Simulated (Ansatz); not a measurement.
# AgI: the gap under pressure

AgI, P6_3mc, a = 4.655 Å, c = 7.587 Å. The compound has several low-lying forms, and this is one of them. Ansatz: r2SCAN, PAW, 500 eV, Γ-centred 6×6×4 mesh on 4 atoms, Gaussian smearing 0.02 eV; no spin polarisation. Cell and atoms are relaxed at each pressure, and no other structure is tried, so the rows at high pressure may lie past a change of phase. The gap is sought over the whole zone. The pressures are the targets, met within 0.03 GPa.

```
P (GPa) gap y (eV)
   -3.0       1.875
    0.0           ?
    3.0       1.867
    8.0       1.622
   15.0       0.855
```

Q: Fit y = E0 + αP + βP² to the other rows and predict the missing gap.

A: Least squares on the rows shown. y = 1.9160 + 0.00020036 P − 0.0047212 P². So α = 0.2 meV/GPa, but the rows at 0 and 3 GPa alone give 2 meV/GPa, so the parabola doesn't give the slope at zero pressure. At P = 0.0 the fit asked for gives 1.916 eV. The run gave 1.863 eV, so the fit is 0.053 eV too high, 5.2 % of the span of the series, against an rms of 0.005 eV on the fitted rows. With a term in P³ added, a fit to the same known rows (none to spare) predicts 1.907 eV, no real gain.

Spin-orbit coupling is left out, which matters for the bands of heavy elements. The mesh isn't the same in all rows (6×6×4, 12×12×4). Semilocal functionals give gaps under the measured ones; changes of the gap mostly carry over better.

Cost: 5 runs of about 14 core-minutes in all, on Arm Neoverse V2 (shared hosts).